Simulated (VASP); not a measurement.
**AlN: input slips in a relaxation and what they do**

Some relaxations of AlN get a fault in the input on purpose. Which of them show, and how? The starting structure is a measured crystal structure from the Crystallography Open Database. The first relaxation on each setting starts from this cell expanded by 3 % in volume.

Method: Kohn-Sham DFT with plane waves and PAW; PBEsol, in VASP 6.6.1.

### Step 1. Starting point

The structure is hexagonal, space group P6_3mc (No. 186). Conventional cell: a = 3.111 Å, b = 3.111 Å, c = 4.978 Å, α = 90.00°, β = 90.00°, γ = 120.00°. Nearest to Al lie 4 N at 1.89 to 1.92 Å. Nearest to N lie 4 Al at 1.89 to 1.92 Å. Farther neighbours and most contacts between anions are not listed.

As a file:

```cif
data_structure
_symmetry_space_group_name_H-M 'P 1'
_symmetry_Int_Tables_number 1
_cell_length_a 3.1110
_cell_length_b 3.1110
_cell_length_c 4.9780
_cell_angle_alpha 90.000
_cell_angle_beta 90.000
_cell_angle_gamma 120.000
_cell_volume 41.72
loop_
_atom_site_label
_atom_site_type_symbol
_atom_site_fract_x
_atom_site_fract_y
_atom_site_fract_z
_atom_site_occupancy
Al1 Al 0.66667 0.33333 0.50000 1
Al2 Al 0.33333 0.66667 0.00000 1
N3 N 0.66667 0.33333 0.88500 1
N4 N 0.33333 0.66667 0.38500 1
```

### Step 2. Reference relaxation

This run starts from the cell of an earlier relaxation, which isn't shown; the restart sets up the plane waves anew.

The input, INCAR:

```
SYSTEM = AlN
PREC = Accurate
ENCUT = 520
EDIFF = 1E-06
NELM = 100
ISMEAR = 0
SIGMA = 0.03
LREAL = .FALSE.
ALGO = Normal
GGA = PS
NBANDS = 14
LORBIT = 11
LWAVE = .FALSE.
LCHARG = .FALSE.
KPAR = 8
IBRION = 2
NSW = 50
ISIF = 3
EDIFFG = -0.006
```

The input, POSCAR:

```
AlN
1.0
    3.1134037784      0.0000000000      0.0000000000
   -1.5567018893      2.6962867645      0.0000000000
    0.0000000000      0.0000000000      4.9831617408
Al N
2 2
Direct
    0.6666666667      0.3333333333      0.5014918702
    0.3333333333      0.6666666667      0.0014918702
    0.6666666667      0.3333333333      0.8835081298
    0.3333333333      0.6666666667      0.3835081298
```

The input, KPOINTS:

```
Automatic mesh
0
Gamma
8 8 4
0 0 0
```

PAW data sets: Al and N (PBE family, release 64).

Command:

```bash
$ mpirun -np 8 vasp_std
```

Log:

```text
[banner, memory and clock lines left out]
running    8 mpi-ranks, on    1 nodes
 distrk:  each k-point on    1 cores,    8 groups
 distr:  one band on    1 cores,    1 groups

 POSCAR found type information on POSCAR AlN
 POSCAR found :  2 types and       4 ions
|                                                                             |
|           W    W    AA    RRRRR   N    N  II  N    N   GGGG   !!!           |
|           W    W   A  A   R    R  NN   N  II  NN   N  G    G  !!!           |
|           W    W  A    A  R    R  N N  N  II  N N  N  G       !!!           |
|           W WW W  AAAAAA  RRRRR   N  N N  II  N  N N  G  GGG   !            |
|           WW  WW  A    A  R   R   N   NN  II  N   NN  G    G                |
|           W    W  A    A  R    R  N    N  II  N    N   GGGG   !!!           |
|                                                                             |
|     For optimal performance we recommend to set                             |
|       NCORE = 2 up to number-of-cores-per-socket                            |
|     NCORE specifies how many cores store one orbital (NPAR=cpu/NCORE).      |
|     This setting can greatly improve the performance of VASP for DFT.       |
|     The default, NCORE=1 might be grossly inefficient on modern             |
|     multi-core architectures or massively parallel machines. Do your        |
|     Unfortunately you need to use the default for GW and RPA                |
|     calculations (for HF NCORE is supported but not extensively tested      |
|     yet).                                                                   |
|                                                                             |

|                                                                             |
|               ----> ADVICE to this user running VASP <----                  |
|                                                                             |
|     You enforced a specific xc type in the INCAR file but a different       |
|     [... a line on the potential file left out ...]
|     I HOPE YOU KNOW WHAT YOU ARE DOING!                                     |
|                                                                             |

 LDA part: xc-table for (Slater+PW92), standard interpolation
 POSCAR, INCAR and KPOINTS ok, starting setup
 FFT: planning ... GRIDC
 FFT: planning ... GRID_SOFT
 FFT: planning ... GRID
 WAVECAR not read
 entering main loop
       N       E                     dE             d eps       ncg     rms          rms(c)
DAV:   1     0.411507185211E+02    0.41151E+02   -0.75344E+03   840   0.102E+03
DAV:   2    -0.322277487931E+02   -0.73378E+02   -0.67543E+02  1190   0.201E+02
DAV:   3    -0.357352983910E+02   -0.35075E+01   -0.34962E+01  1164   0.458E+01
DAV:   4    -0.357592477405E+02   -0.23949E-01   -0.23948E-01   930   0.438E+00
DAV:   5    -0.357595582805E+02   -0.31054E-03   -0.31053E-03  1158   0.505E-01    0.117E+01
DAV:   6    -0.313613981178E+02    0.43982E+01   -0.11906E+01  1032   0.255E+01    0.424E+00
DAV:   7    -0.313490814785E+02    0.12317E-01   -0.69060E-01   930   0.587E+00    0.288E+00
DAV:   8    -0.313177131373E+02    0.31368E-01   -0.83486E-02  1026   0.263E+00    0.533E-01
DAV:   9    -0.313120676697E+02    0.56455E-02   -0.18483E-02  1110   0.999E-01    0.248E-01
DAV:  10    -0.313124396270E+02   -0.37196E-03   -0.16128E-03   948   0.281E-01    0.155E-01
DAV:  11    -0.313123568508E+02    0.82776E-04   -0.17147E-04  1074   0.993E-02    0.344E-02
DAV:  12    -0.313123556789E+02    0.11719E-05   -0.60992E-06  1068   0.229E-02    0.557E-03
DAV:  13    -0.313123550828E+02    0.59614E-06   -0.37994E-06  1032   0.146E-02
   1 F= -.31312355E+02 E0= -.31312355E+02  d E =-.313124E+02
 curvature:   0.00 expect dE= 0.000E+00 dE for cont linesearch  0.000E+00
 trial: gam= 0.00000 g(F)=  0.720E-06 g(S)=  0.864E-05 ort = 0.000E+00 (trialstep = 0.100E+01)
 search vector abs. value=  0.936E-05
 reached required accuracy - stopping structural energy minimisation
```

It took 3.8 s on 8 MPI ranks of Intel Xeon 6975P-C (Granite Rapids), shared host; peak memory 1.3 GiB.

The logs omit lines about the potential files and the build; timing stands in the text.

From OUTCAR (step 2):

```text
ion  position               nearest neighbor table
   1  0.667  0.333  0.501-   4 1.89   4 1.89   4 1.89   3 1.90   2 3.07   2 3.07   2 3.07   2 3.07
                             2 3.07   2 3.07
   2  0.333  0.667  0.001-   3 1.89   3 1.89   3 1.89   4 1.90   1 3.07   1 3.07   1 3.07   1 3.07
                             1 3.07   1 3.07
   3  0.667  0.333  0.884-   2 1.89   2 1.89   2 1.89   1 1.90
   4  0.333  0.667  0.384-   1 1.89   1 1.89   1 1.89   2 1.90

  LATTYP: Found a hexagonal cell.
 ALAT       =     3.1134037784
 C/A-ratio  =     1.6005510674

 Subroutine GETGRP returns: Found 12 space group operations
 (whereof  6 operations were pure point group operations)

The static configuration has the point symmetry C_3v.
 The point group associated with its full space group is C_6v.

 Found     30 irreducible k-points:

   k-points           NKPTS =     30   k-points in BZ     NKDIM =     30   number of bands    NBANDS=     14

   dimension x,y,z NGX =    24 NGY =   24 NGZ =   40
   dimension x,y,z NGXF=    48 NGYF=   48 NGZF=   80

   ENCUT  =  520.0 eV  38.22 Ry    6.18 a.u.   5.79  5.79  9.27*2*pi/ulx,y,z

   NELECT =      16.0000    total number of electrons

 k-points in reciprocal lattice and weights: Automatic mesh
   0.00000000  0.00000000  0.00000000       0.004
   0.12500000  0.00000000  0.00000000       0.023
   0.25000000  0.00000000  0.00000000       0.023
   0.37500000  0.00000000  0.00000000       0.023
   0.50000000  0.00000000  0.00000000       0.012
   0.12500000  0.12500000  0.00000000       0.023
   0.25000000  0.12500000  0.00000000       0.047
   0.37500000  0.12500000  0.00000000       0.047
   0.25000000  0.25000000  0.00000000       0.023
[...]
0.25000000  0.25000000  0.50000000       0.023
   0.37500000  0.25000000  0.50000000       0.023

 average (electrostatic) potential at core
       1 -71.3874       2 -71.3874       3 -60.0192       4 -60.0192

 E-fermi :   6.2235

 k-point     1 :       0.0000    0.0000    0.0000
  band No.  band energies     occupation
    ...
      4       5.1751      2.00000
      5       5.1751      2.00000
      6       5.8292      2.00000
      7       5.8292      2.00000
      8       6.0538      2.00000
      9      10.1677      0.00000
     10      12.6034      0.00000
     11      16.5479      0.00000
     12      17.0745      0.00000
     13      17.0745      0.00000
    ...

 k-point     2 :       0.1250    0.0000    0.0000
  band No.  band energies     occupation
    ...
      4       4.2963      2.00000
      5       4.9298      2.00000
      6       4.9991      2.00000
      7       5.7921      2.00000
      8       5.9614      2.00000
      9      11.0019      0.00000
     10      13.3383      0.00000
     11      15.7086      0.00000
     12      15.9973      0.00000
     13      17.6390      0.00000
    ...

 k-point     3 :       0.2500    0.0000    0.0000
  band No.  band energies     occupation
    ...
      4       2.5592      2.00000
      5       3.5653      2.00000
      6       4.4615      2.00000
      7       5.6097      2.00000
      8       5.6274      2.00000
      9      12.1374      0.00000
     10      13.5256      0.00000
     11      14.0191      0.00000
     12      15.9755      0.00000
     13      17.5001      0.00000
    ...

  Total        0.0181131      0.0181131      0.0077564     -0.0000000      0.0000000      0.0000000
  in kB        0.6937397      0.6937397      0.2970753     -0.0000000      0.0000000      0.0000000
  external PRESSURE =       0.5615183 kB  Pullay stress =       0.0000000 kB

  energy-cutoff  :      520.00
  volume of cell :       41.83
      direct lattice vectors                 reciprocal lattice vectors
     3.113403778  0.000000000  0.000000000     0.321191876  0.185440216  0.000000000
    -1.556701889  2.696286764  0.000000000     0.000000000  0.370880432  0.000000000
     0.000000000  0.000000000  4.983161741     0.000000000  0.000000000  0.200675806

 POSITION                                       TOTAL-FORCE (eV/Angst)
 -----------------------------------------------------------------------------------
      1.55670      0.89876      2.49902        -0.000000      0.000000      0.001931
     -0.00000      1.79752      0.00743         0.000000     -0.000000      0.001931
      1.55670      0.89876      4.40266        -0.000000     -0.000000     -0.001931
     -0.00000      1.79752      1.91108         0.000000      0.000000     -0.001931
 -----------------------------------------------------------------------------------
    total drift:                               -0.000000      0.000000      0.000612

  FREE ENERGIE OF THE ION-ELECTRON SYSTEM (eV)
  ---------------------------------------------------
  free  energy   TOTEN  =       -31.3123550828 eV

  energy  without entropy=      -31.3123550828  energy(sigma->0) =      -31.31235508

 reached required accuracy - stopping structural energy minimisation

 total charge
# of ion       s       p       d       tot
------------------------------------------
    1        0.369   0.442   0.000   0.810
    2        0.369   0.442   0.000   0.810
    3        1.217   2.627   0.000   3.844
    4        1.217   2.627   0.000   3.844
--------------------------------------------------
tot          3.172   6.136   0.000   9.308

[... 3 further parts left out ...]
```

CONTCAR:

```
AlN
   1.00000000000000
     3.1134037783999999    0.0000000000000000    0.0000000000000000
    -1.5567018893000000    2.6962867644999999    0.0000000000000000
     0.0000000000000000    0.0000000000000000    4.9831617408000000
  Al              N
     2     2
Direct
     0.6666666667000030    0.3333333332999970    0.5014918701999989
     0.3333333332999970    0.6666666667000030    0.0014918701999989
     0.6666666667000030    0.3333333332999970    0.8835081297999992
     0.3333333332999970    0.6666666667000030    0.3835081297999992
```

The PAW data sets were made with PBE, which is usual practice but a small mismatch for other functionals. The run keeps the 12 symmetry operations of its start, so it cannot find a distortion of lower symmetry.

The reference relaxation ends at 10.458 Å³ an atom. Pressures at 0.985 and 1.015 times this volume, from two more relaxations that aren't shown, give a bulk modulus of 202.2 GPa.

### Step 3. Relaxation with a loose energy criterion for the relaxation

A slip made on purpose: a loose energy criterion for the relaxation. Against step 2 the input has EDIFFG = 0.1 (also changed: NELM).

INCAR, as its differences from that of step 2:

```diff
@@ -4,3 +4,3 @@
 EDIFF = 1E-06
-NELM = 100
+NELM = 60
 ISMEAR = 0
@@ -18,2 +18,2 @@
 ISIF = 3
-EDIFFG = -0.006
+EDIFFG = 0.1
```

The input, POSCAR:

```
AlN
1.0
    3.1418039835      0.0000000000      0.0000000000
   -1.5709019918      2.7208820635      0.0000000000
    0.0000000000      0.0000000000      5.0272903343
Al N
2 2
Direct
    0.6666666667      0.3333333333      0.5000000000
    0.3333333333      0.6666666667      0.0000000000
    0.6666666667      0.3333333333      0.8850000000
    0.3333333333      0.6666666667      0.3850000000
```

KPOINTS is that of step 2.

Command:

```bash
$ mpirun -np 8 vasp_std
```

Log:

```text
[banner, memory and clock lines left out]
running    8 mpi-ranks, on    1 nodes
[...]
[... a notice as in an earlier step ...]

 [... a notice as in an earlier step ...]

 LDA part: xc-table for (Slater+PW92), standard interpolation
 POSCAR, INCAR and KPOINTS ok, starting setup
[...]
entering main loop
       N       E                     dE             d eps       ncg     rms          rms(c)
DAV:   1     0.454964306677E+02    0.45496E+02   -0.74119E+03   840   0.102E+03
DAV:   2    -0.317353719236E+02   -0.77232E+02   -0.70767E+02  1196   0.202E+02
DAV:   3    -0.356072605062E+02   -0.38719E+01   -0.38551E+01  1164   0.468E+01
DAV:   4    -0.356352188785E+02   -0.27958E-01   -0.27957E-01   906   0.468E+00
[...]
DAV:  11    -0.312915063296E+02    0.82888E-04   -0.16195E-04  1050   0.970E-02    0.359E-02
DAV:  12    -0.312915049247E+02    0.14049E-05   -0.71177E-06  1062   0.237E-02    0.492E-03
DAV:  13    -0.312915045164E+02    0.40829E-06   -0.31765E-06  1020   0.134E-02
[...]
DAV:   5    -0.312972110667E+02    0.19483E-03   -0.21323E-04  1002   0.117E-01    0.433E-02
DAV:   6    -0.312972093081E+02    0.17587E-05   -0.11312E-05  1044   0.299E-02    0.159E-02
DAV:   7    -0.312972091336E+02    0.17450E-06   -0.36729E-06   966   0.137E-02
   2 F= -.31297209E+02 E0= -.31297209E+02  d E =-.570462E-02
 trial-energy change:   -0.005705  1 .order   -0.003963   -0.076117    0.068191
 step:   0.5454(harm=  0.5275)  dis= 0.00463  next Energy=   -31.312545 (dE=-0.210E-01)
[...]
N       E                     dE             d eps       ncg     rms          rms(c)
DAV:   1    -0.313368166596E+02   -0.39607E-01   -0.62380E-01   930   0.666E+00    0.103E+00
DAV:   2    -0.313131803319E+02    0.23636E-01   -0.65075E-02  1002   0.197E+00    0.262E-01
DAV:   3    -0.313129037466E+02    0.27659E-03   -0.44345E-03  1002   0.522E-01    0.939E-02
DAV:   4    -0.313127408268E+02    0.16292E-03   -0.19210E-04  1050   0.116E-01    0.470E-02
DAV:   5    -0.313126996716E+02    0.41155E-04   -0.43806E-05  1026   0.519E-02    0.184E-02
DAV:   6    -0.313126987840E+02    0.88758E-06   -0.18528E-06   922   0.122E-02
   3 F= -.31312699E+02 E0= -.31312699E+02  d E =-.211943E-01
[...]
reached required accuracy - stopping structural energy minimisation
```

The job ended after 6.8 s (8 MPI ranks; peak memory 1.4 GiB; 49 s of CPU time).

From OUTCAR (step 3):

```text
  Total        0.0036235      0.0036235      0.0415515     -0.0000000      0.0000000      0.0000000
  in kB        0.1388441      0.1388441      1.5921484     -0.0000000      0.0000000      0.0000000
  external PRESSURE =       0.6232789 kB  Pullay stress =       0.0000000 kB

 POSITION                                       TOTAL-FORCE (eV/Angst)
 -----------------------------------------------------------------------------------
      1.55778      0.89938      2.49154         0.000000      0.000000      0.044019
     -0.00000      1.79877      0.00451         0.000000      0.000000      0.044019
      1.55778      0.89938      4.39754        -0.000000     -0.000000     -0.044019
     -0.00000      1.79877      1.91051        -0.000000     -0.000000     -0.044019
 -----------------------------------------------------------------------------------
    total drift:                               -0.000000      0.000000      0.001002

  FREE ENERGIE OF THE ION-ELECTRON SYSTEM (eV)
  ---------------------------------------------------
  free  energy   TOTEN  =       -31.3126987840 eV

  energy  without entropy=      -31.3126987840  energy(sigma->0) =      -31.31269878

[... 2 parts as in an earlier step ...]

[... 2 further parts left out ...]
[key lines of the parts left out:]
E-fermi :   6.2309
```

With a loose energy criterion for the relaxation the cell ends at 10.453 Å³ an atom, -0.04 % from the reference.

### Step 4. Relaxation with a k mesh far too coarse

A slip made on purpose: a k mesh far too coarse. Against step 2 the input has a 2×2×2 mesh (also changed: NELM, NCORE and KPAR).

INCAR, as its differences from that of step 3:

```diff
@@ -14,3 +14,3 @@
 LCHARG = .FALSE.
-KPAR = 8
+NCORE = 8
 IBRION = 2
@@ -18,2 +18,2 @@
 ISIF = 3
-EDIFFG = 0.1
+EDIFFG = -0.006
```

POSCAR is that of step 3.

The input, KPOINTS:

```
Automatic mesh
0
Gamma
2 2 2
0 0 0
```

Command:

```bash
$ mpirun -np 8 vasp_std
```

Log:

```text
[banner, memory and clock lines left out]
running    8 mpi-ranks, on    1 nodes
[...]
[... a notice as in an earlier step ...]

 [... a notice as in an earlier step ...]

 LDA part: xc-table for (Slater+PW92), standard interpolation
 POSCAR, INCAR and KPOINTS ok, starting setup
[...]
entering main loop
       N       E                     dE             d eps       ncg     rms          rms(c)
DAV:   1     0.445591022740E+02    0.44559E+02   -0.71424E+03   112   0.999E+02
DAV:   2    -0.307226693251E+02   -0.75282E+02   -0.66780E+02   150   0.199E+02
DAV:   3    -0.349457338881E+02   -0.42231E+01   -0.41992E+01   160   0.503E+01
DAV:   4    -0.349773287108E+02   -0.31595E-01   -0.31593E-01   118   0.497E+00
[...]
DAV:  10    -0.300498663171E+02   -0.36334E-03   -0.19287E-03   118   0.301E-01    0.138E-01
DAV:  11    -0.300498086747E+02    0.57642E-04   -0.12723E-04   148   0.886E-02    0.365E-02
DAV:  12    -0.300498096202E+02   -0.94543E-06   -0.48015E-06   124   0.199E-02
[...]
2 F= -.30123357E+02 E0= -.30123357E+02  d E =-.735476E-01
   3 F= -.30124449E+02 E0= -.30124449E+02  d E =-.746391E-01
   4 F= -.30170948E+02 E0= -.30170948E+02  d E =-.464990E-01
   5 F= -.30180627E+02 E0= -.30180627E+02  d E =-.561785E-01
   6 F= -.30181458E+02 E0= -.30181458E+02  d E =-.570091E-01
   7 F= -.30191879E+02 E0= -.30191879E+02  d E =-.104207E-01
   8 F= -.30191929E+02 E0= -.30191929E+02  d E =-.104713E-01
   9 F= -.30200619E+02 E0= -.30200619E+02  d E =-.869037E-02
  10 F= -.30267689E+02 E0= -.30267689E+02  d E =-.757600E-01
  11 F= -.30446450E+02 E0= -.30446450E+02  d E =-.254521E+00
  12 F= -.30399698E+02 E0= -.30399698E+02  d E =-.207769E+00
  13 F= -.30455256E+02 E0= -.30455256E+02  d E =-.263327E+00
  14 F= -.30457673E+02 E0= -.30457673E+02  d E =-.265744E+00
  15 F= -.30456482E+02 E0= -.30456482E+02  d E =-.264553E+00
  16 F= -.30510994E+02 E0= -.30510994E+02  d E =-.545112E-01
  17 F= -.30511204E+02 E0= -.30511204E+02  d E =-.547216E-01
  18 F= -.30516146E+02 E0= -.30516146E+02  d E =-.494251E-02
  19 F= -.30516192E+02 E0= -.30516192E+02  d E =-.498848E-02
  20 F= -.30516328E+02 E0= -.30516328E+02  d E =-.135695E-03
  21 F= -.30516350E+02 E0= -.30516350E+02  d E =-.157205E-03
[...]
reached required accuracy - stopping structural energy minimisation
```

Elapsed: 7.2 s, on 8 MPI ranks; peak memory 0.81 GiB; 52 s of CPU time.

OUTCAR, selected parts (step 4):

```text
  Total       -0.0039048     -0.0039048     -0.0084040      0.0000000     -0.0000000     -0.0000000
  in kB       -0.1607580     -0.1607580     -0.3459883      0.0000000     -0.0000000     -0.0000000
  external PRESSURE =      -0.2225014 kB  Pullay stress =       0.0000000 kB

 POSITION                                       TOTAL-FORCE (eV/Angst)
 -----------------------------------------------------------------------------------
      1.68025      0.97009      1.76054        -0.000000      0.000000      0.004500
     -0.00000      1.94018      3.75016         0.000000     -0.000000      0.004500
      1.68025      0.97009      3.75070         0.000000     -0.000000     -0.004500
     -0.00000      1.94018      1.76108        -0.000000      0.000000     -0.004500
 -----------------------------------------------------------------------------------
    total drift:                               -0.000000      0.000000      0.000222

  FREE ENERGIE OF THE ION-ELECTRON SYSTEM (eV)
  ---------------------------------------------------
  free  energy   TOTEN  =       -30.5163496681 eV

  energy  without entropy=      -30.5163496681  energy(sigma->0) =      -30.51634967

[... 1 part as in an earlier step ...]

[... 3 further parts left out ...]
[key lines of the parts left out:]
E-fermi :   7.9780
```

Logs of long relaxations may skip ionic steps without a mark.

With a k mesh far too coarse the cell ends at 9.729 Å³ an atom, -6.97 % from the reference, in a cell of other symmetry than the reference's; the bulk modulus is 218.4 GPa against 202.2 GPa.

[end of part 1 of 2]

[Lines on the potential files, build, host, timing and source positions are cut from VASP's logs without a mark.]

[Logs are printed without paths, hosts, clocks, repeated set-up lines and the standing remarks that a program may print on its own settings, such as how far it seeks lower states.]

[Hosts, paths, dates, database ids (printed as entryN), source tags and the programs' standing remarks are cut or masked in the printed files.]
